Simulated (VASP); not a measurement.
# B (Pm-3n) in VASP: a series of runs

The runs below take B through single point, relaxation of cell and atoms, with PBE.

Everything below comes from runs of VASP 6.6.1. Logs are shortened: lines on timing, memory, paths and dates and some standing lists are left out, and cuts for length are marked.

## 1. The cell of the first run

The structure is cubic, space group Pm-3n (No. 223). The conventional cell has a = 3.439 Å, b = 3.439 Å, c = 3.439 Å, α = 90.00°, β = 90.00°, γ = 90.00°. B (site symmetry -4m2) has 2 B at 1.72 Å as nearest neighbours.

The cell was built by a generator and needn't be a form met in nature.

## 2. Single point, PBE (random cell by space group and Wyckoff sites (Pm-3n, No. 223))

File INCAR:

```
PREC = Accurate ; ENCUT = 520
EDIFF = 1E-6 ; ISMEAR = 0
SIGMA = 0.1 ; LREAL = False
LASPH = True ; NELM = 100
ALGO = Fast ; ISIF = 2
LWAVE = False ; LCHARG = False
GGA = PE ; NBANDS = 18
```

File KPOINTS:

```
Automatic mesh
0
Gamma
  12 12 12
```

File POSCAR:

```
B
1.0
    3.4393111448      0.0000000000      0.0000000000
    0.0000000000      3.4393111448      0.0000000000
    0.0000000000      0.0000000000      3.4393111448
B
6
Direct
    0.2500000000      0.5000000000      0.0000000000
    0.7500000000      0.5000000000      0.0000000000
    0.0000000000      0.2500000000      0.5000000000
    0.0000000000      0.7500000000      0.5000000000
    0.5000000000      0.0000000000      0.2500000000
    0.5000000000      0.0000000000      0.7500000000
```

Potentials or basis: VASP PAW PBE potentials, release 64 (B).

The run is started by

```
$ cat potpaw_PBE.64/B/POTCAR > POTCAR
$ mpirun -np 1 vasp_std > vasp.out
```

OUTCAR:

```text
PREC = Accurate
   ENCUT = 520
   EDIFF = 1E-6
   ISMEAR = 0
   LREAL = False
   LASPH = True
   NELM = 100
   ISIF = 2
   GGA = PE

 ion  position               nearest neighbor table
   1  0.250  0.500  0.000-   2 1.72   2 1.72   4 2.11   5 2.11   6 2.11   3 2.11   4 2.11   5 2.11
                             6 2.11   3 2.11
   2  0.750  0.500  0.000-   1 1.72   1 1.72   4 2.11   5 2.11   6 2.11   3 2.11   4 2.11   5 2.11
                             6 2.11   3 2.11
   3  0.000  0.250  0.500-   4 1.72   4 1.72   1 2.11   5 2.11   6 2.11   1 2.11   2 2.11   2 2.11
                             5 2.11   6 2.11
   4  0.000  0.750  0.500-   3 1.72   3 1.72   1 2.11   5 2.11   6 2.11   1 2.11   2 2.11   2 2.11
                             5 2.11   6 2.11
   5  0.500  0.000  0.250-   6 1.72   6 1.72   3 2.11   4 2.11   1 2.11   2 2.11   1 2.11   2 2.11
                             3 2.11   4 2.11
   6  0.500  0.000  0.750-   5 1.72   5 1.72   3 2.11   4 2.11   1 2.11   2 2.11   1 2.11   2 2.11
                             3 2.11   4 2.11

  LATTYP: Found a simple cubic cell.
 ALAT       =     3.4393111448

  Lattice vectors:

 A1 = (   3.4393111448,   0.0000000000,   0.0000000000)
 A2 = (   0.0000000000,   3.4393111448,   0.0000000000)
 A3 = (   0.0000000000,   0.0000000000,   3.4393111448)

Analysis of symmetry for initial positions (statically):
=====================================================================
 Subroutine PRICEL returns:
 Original cell was already a primitive cell.

 Routine SETGRP: Setting up the symmetry group for a
 simple cubic supercell.

 Subroutine GETGRP returns: Found 48 space group operations
 (whereof 24 operations were pure point group operations)
 out of a pool of 48 trial point group operations.

The static configuration has the point symmetry T_h .
 The point group associated with its full space group is O_h .

Analysis of symmetry for dynamics (positions and initial velocities):
=====================================================================
 Subroutine PRICEL returns:
 Original cell was already a primitive cell.

 Routine SETGRP: Setting up the symmetry group for a
 simple cubic supercell.

 Subroutine GETGRP returns: Found 48 space group operations
 (whereof 24 operations were pure point group operations)
 out of a pool of 48 trial point group operations.

The dynamic configuration has the point symmetry T_h .
 The point group associated with its full space group is O_h .

 Subroutine INISYM returns: Found 48 space group operations
 (whereof 24 operations are pure point group operations),
 and found     1 'primitive' translations

[... 113 lines left out ...]
   NELECT =      18.0000    total number of electrons
   NUPDOWN=      -1.0000    fix difference up-down
   EMIN   =  10.00;   EMAX   =-10.00  energy-range for DOS
   EFERMI =   0.00;   METHOD = LEGACY
   ISMEAR =     0;   SIGMA  =   0.10  broadening in eV -4-tet -1-fermi 0-gaus
   EFERMI_NEDOS =   21; number of points for ismear=-14 and -15
   IALGO  =     68    algorithm
   IMIX   =      4    mixing-type and parameters
     AMIX     =   0.40;   BMIX     =  1.00
     AMIX_MAG =   1.60;   BMIX_MAG =  1.00
  volume/ion in A,a.u.               =       6.78        45.76
  Fermi-wavevector in a.u.,A,eV,Ry     =   1.247463  2.357362 21.172882  1.556163
  Thomas-Fermi vector in A             =   2.381594
   LORBIT       =      0    0 simple, 1 ext, 2 COOP (PROOUT), +10 PAW based schemes
   GGA     = PE    functional components
   LHFCALC =     F    Hartree Fock is set to
   AEXX    =    0.0000 exact exchange contribution
   IVDW    =     0    specifies the selected vdW correction
   LEPSILON=     F    determine dielectric tensor
   LRPA    =     F    only Hartree local field effects (RPA)
 non-spin polarized calculation
 RMM-DIIS sequential band-by-band and
 Gauss-broadening in eV      SIGMA  =   0.10
  energy-cutoff  :      520.00
  volume of cell :       40.68
 maximum number of plane-waves:      1109
 NGX is ok and might be reduce to    28
   NGX = 13   NGY = 13   NGZ = 13

 number of electron      18.0000000 magnetization

 Free energy of the ion-electron system (eV)
  ---------------------------------------------------
  ext. energy  EPLUGINS =         0.00000000
  ---------------------------------------------------
  free energy    TOTEN  =       -32.88060513 eV

  energy without entropy =      -32.87341878  energy(sigma->0) =      -32.87701195

 E-fermi :   8.1674     XC(G=0): -12.2389

 val. band max:        8.1468181341   @ k =   0.3333   0.1667   0.0833
 cond. band min:       8.1935952354   @ k =   0.0833   0.0000   0.0000
 fundamental gap:      0.0467771013
 Fermi energy:         8.1674455626

 k-point     1 :       0.0000    0.0000    0.0000
  band No.  band energies     occupation
      1      -8.9906      2.00000
      2      -0.5964      2.00000
      3      -0.5964      2.00000
      4       0.6117      2.00000
      5       0.6117      2.00000
      6       0.6117      2.00000
[... 481 lines left out ...]
      5       1.5692      2.00000
      6       2.9995      2.00000
[... 10 lines left out ...]
     17      18.1514      0.00000
     18      18.9951      0.00000

 [... further k-points ...]

------------------------ aborting loop because EDIFF is reached ----------------------------------------

  FORCE on cell =-STRESS in cart. coord.  units (eV):
  Direction    XX          YY          ZZ          XY          YZ          ZX
  --------------------------------------------------------------------------------------
  -------------------------------------------------------------------------------------
  Total       -0.0165708     -0.0165708     -0.0165708     -0.0000000     -0.0000000      0.0000000
  in kB       -0.6525895     -0.6525895     -0.6525895     -0.0000000     -0.0000000      0.0000000
  external PRESSURE =      -0.6525895 kB  Pullay stress =       0.0000000 kB

 VOLUME and BASIS-vectors are now :
 -----------------------------------------------------------------------------
  energy-cutoff  :      520.00
  volume of cell :       40.68
      direct lattice vectors                 reciprocal lattice vectors
     3.439311145  0.000000000  0.000000000     0.290755898  0.000000000  0.000000000
     0.000000000  3.439311145  0.000000000     0.000000000  0.290755898  0.000000000
     0.000000000  0.000000000  3.439311145     0.000000000  0.000000000  0.290755898

 POSITION                                       TOTAL-FORCE (eV/Angst)
 -----------------------------------------------------------------------------------
      0.85983      1.71966      0.00000        -0.000000      0.000000      0.000000
      2.57948      1.71966      0.00000         0.000000     -0.000000      0.000000
      0.00000      0.85983      1.71966        -0.000000     -0.000000     -0.000000
      0.00000      2.57948      1.71966         0.000000     -0.000000      0.000000
      1.71966      0.00000      0.85983         0.000000     -0.000000      0.000000
      1.71966      0.00000      2.57948        -0.000000      0.000000     -0.000000
 -----------------------------------------------------------------------------------
    total drift:                                0.000000     -0.000000      0.000000

  FREE ENERGIE OF THE ION-ELECTRON SYSTEM (eV)
  ---------------------------------------------------
  free  energy   TOTEN  =       -32.8806051257 eV

  energy  without entropy=      -32.8734187764  energy(sigma->0) =      -32.87701195
```

It took 21 s on 1 thread of Intel Xeon 6975P-C (Granite Rapids), shared host; peak memory 0.17 GiB.

Results:

```
Free energy            : -32.8806 eV
Pressure               : -0.1 GPa
Band gap on the k mesh : none (metal or under the smearing width)
```

## 3. Relaxation of cell and atoms, PBE (random cell by space group and Wyckoff sites (Pm-3n, No. 223))

File INCAR:

```
SYSTEM = B
  ALGO = Normal
  EDIFF = 1E-6
  EDIFFG = -0.01
  ENCUT = 600
  GGA = PE
  IBRION = 2
  ISIF = 3
  ISMEAR = 0
  LASPH = .True.
  LCHARG = .False.
  LREAL = .False.
  LWAVE = .False.
  NELM = 100
  NSW = 100
  PREC = Accurate
  SIGMA = 0.1
```

File KPOINTS:

```
k-points
0
Gamma
  12 12 12
  0 0 0
```

Changes to POSCAR since step 2:

```diff
@@ -2,5 +2,5 @@
 1.0
-    3.4393111448      0.0000000000      0.0000000000
-    0.0000000000      3.4393111448      0.0000000000
-    0.0000000000      0.0000000000      3.4393111448
+    3.4405560538      0.0000000000      0.0000000000
+    0.0000000000      3.4405560538      0.0000000000
+    0.0000000000      0.0000000000      3.4405560538
 B
```

Potentials or basis: VASP PAW PBE potentials, release 64 (B).

The run is started by

```
$ cat potpaw_PBE.64/B/POTCAR > POTCAR
$ mpirun -np 1 vasp_std > vasp.out
```

OUTCAR:

```text
SYSTEM = B
   EDIFF = 1E-6
   EDIFFG = -0.01
   ENCUT = 600
   GGA = PE
   IBRION = 2
   ISIF = 3
   ISMEAR = 0
   LASPH = .True.
   LREAL = .False.
   NELM = 100
   NSW = 100
   PREC = Accurate

 ion  position               nearest neighbor table
   1  0.250  0.500  0.000-   2 1.72   2 1.72   6 2.11   5 2.11   6 2.11   5 2.11   4 2.11   3 2.11
                             4 2.11   3 2.11
[... 656 lines left out ...]
  -------------------------------------------------------------------------------------
  Total        0.0262638      0.0262638      0.0262638      0.0000000     -0.0000000     -0.0000000
  in kB        1.0353664      1.0353664      1.0353664      0.0000000     -0.0000000     -0.0000000
  external PRESSURE =       1.0353664 kB  Pullay stress =       0.0000000 kB

 VOLUME and BASIS-vectors are now :
 -----------------------------------------------------------------------------
  energy-cutoff  :      600.00
  volume of cell :       40.64
      direct lattice vectors                 reciprocal lattice vectors
     3.438149999  0.000000000  0.000000000     0.290854093 -0.000000000  0.000000000
     0.000000000  3.438149999  0.000000000     0.000000000  0.290854093 -0.000000000
     0.000000000  0.000000000  3.438149999     0.000000000  0.000000000  0.290854093

 POSITION                                       TOTAL-FORCE (eV/Angst)
 -----------------------------------------------------------------------------------
      0.85954      1.71907      0.00000         0.000000      0.000000      0.000000
      2.57861      1.71907      3.43815        -0.000000     -0.000000     -0.000000
      3.43815      0.85954      1.71907         0.000000      0.000000      0.000000
      3.43815      2.57861      1.71907        -0.000000     -0.000000     -0.000000
      1.71907      0.00000      0.85954         0.000000      0.000000      0.000000
      1.71907      0.00000      2.57861        -0.000000     -0.000000     -0.000000
 -----------------------------------------------------------------------------------
    total drift:                                0.000000     -0.000000      0.000000

  FREE ENERGIE OF THE ION-ELECTRON SYSTEM (eV)
  ---------------------------------------------------
  free  energy   TOTEN  =       -32.8861113720 eV

  energy  without entropy=      -32.8789280587  energy(sigma->0) =      -32.88251972

 reached required accuracy - stopping structural energy minimisation
```

OSZICAR:

```text
N       E                     dE             d eps       ncg     rms          rms(c)
DAV:   1     0.414136874908E+02    0.41414E+02   -0.93796E+03  2184   0.142E+03
DAV:   2    -0.303075426333E+02   -0.71721E+02   -0.68203E+02  2885   0.232E+02
DAV:   3    -0.333980554780E+02   -0.30905E+01   -0.30059E+01  2965   0.397E+01
DAV:   4    -0.334324438628E+02   -0.34388E-01   -0.34349E-01  2677   0.421E+00
DAV:   5    -0.334329640157E+02   -0.52015E-03   -0.52001E-03  2929   0.412E-01    0.572E+00
DAV:   6    -0.330355520958E+02    0.39741E+00   -0.21025E-01  2474   0.316E+00    0.330E+00
DAV:   7    -0.328849846180E+02    0.15057E+00   -0.29778E-01  2444   0.374E+00    0.397E-01
DAV:   8    -0.328860808113E+02   -0.10962E-02   -0.89847E-03  2894   0.835E-01    0.564E-02
DAV:   9    -0.328860364237E+02    0.44388E-04   -0.22013E-04  2762   0.108E-01    0.190E-02
DAV:  10    -0.328860455445E+02   -0.91208E-05   -0.16860E-05  2814   0.375E-02    0.101E-03
DAV:  11    -0.328860456358E+02   -0.91277E-07   -0.15136E-07  1743   0.280E-03
   1 F= -.32886046E+02 E0= -.32882450E+02  d E =-.328860E+02
       N       E                     dE             d eps       ncg     rms          rms(c)
DAV:   1    -0.328861255779E+02   -0.80033E-04   -0.16432E-03  2349   0.465E-01    0.274E-02
DAV:   2    -0.328861154131E+02    0.10165E-04   -0.14359E-05  2823   0.296E-02    0.155E-02
DAV:   3    -0.328861112476E+02    0.41655E-05   -0.80440E-06  2489   0.211E-02    0.140E-03
DAV:   4    -0.328861113720E+02   -0.12444E-06   -0.12536E-07  1417   0.321E-03
   2 F= -.32886111E+02 E0= -.32882520E+02  d E =-.657362E-04
```

Run time: 20 s. Hardware: 1 thread of Intel Xeon 6975P-C (Granite Rapids), shared host; peak memory 0.17 GiB.

What came out:

```yaml
Free_energy: -32.8861 eV
Relaxed_volume: 6.77 Å³/atom
Relaxed_cell: a = 3.438 Å, b = 3.438 Å, c = 3.438 Å, α = 90.00°, β = 90.00°, γ = 90.00°
Space_group_after_relaxing_to_0.05_Å: Pm-3n (No. 223)
Energy_gained_by_relaxing: 0.0 meV/atom
Ionic_steps: 2
Pressure_after_relaxing: 0.1 GPa
Band_gap_on_the_k_mesh: none (metal or under the smearing width)
```

Final structure:
```
B
1.0
     3.43815    0.00000    0.00000
     0.00000    3.43815    0.00000
     0.00000    0.00000    3.43815
B
6
Direct
  0.25000 0.50000 0.00000
  0.75000 0.50000 0.00000
  0.00000 0.25000 0.50000
  0.00000 0.75000 0.50000
  0.50000 0.00000 0.25000
  0.50000 0.00000 0.75000
```

(Part 1 of 2 ends here.)
